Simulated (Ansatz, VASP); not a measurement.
## Sb: VASP beside Ansatz

```
Sb
1.0
     6.12295    0.00000    0.00000
     0.00000    6.12295    0.00000
     0.00000    0.00000   26.95025
Sb
12
Direct
  0.00000 0.00000 0.29684
  0.00000 0.50000 0.29684
  0.50000 0.00000 0.29684
  0.50000 0.50000 0.29684
  0.98994 0.00369 0.41046
  0.00988 0.50517 0.41109
  0.50963 0.99780 0.41055
  0.49107 0.49636 0.41104
  0.01193 0.00527 0.52321
  0.98935 0.49663 0.52427
  0.48828 0.99555 0.52313
  0.51283 0.50439 0.52416
```

Alike in both runs: task single point; functional PBE; dispersion D3(BJ); k mesh 3 × 3 × 1; occupations gaussian, width 0.1 eV; no spin polarisation.

|  | VASP | Ansatz |
| --- | --- | --- |
| version | VASP 6.6.1 | Ansatz 0.2.0 |
| potentials or method | VASP PAW PBE potentials, release 64 (Sb) | scalar-relativistic, plane waves, PAW |
| plane-wave cutoff (eV) | 520 | 420 |
| valence electrons in the cell | 60 | 180 |

```csv
,VASP,Ansatz,Ansatz less VASP
gap on the k mesh at the Fermi level (eV),none,none,-
rms of the force components (eV/Å),0.047,0.047,-0.0006
```

Atom by atom the forces differ by 0.007 eV/Å (rms over components). A gap of «none» marks a metal or a gap that the smearing closes. The two sets of potentials don't hold the same shells in valence.

Spin-orbit coupling is left out, which matters for the levels of Sb.
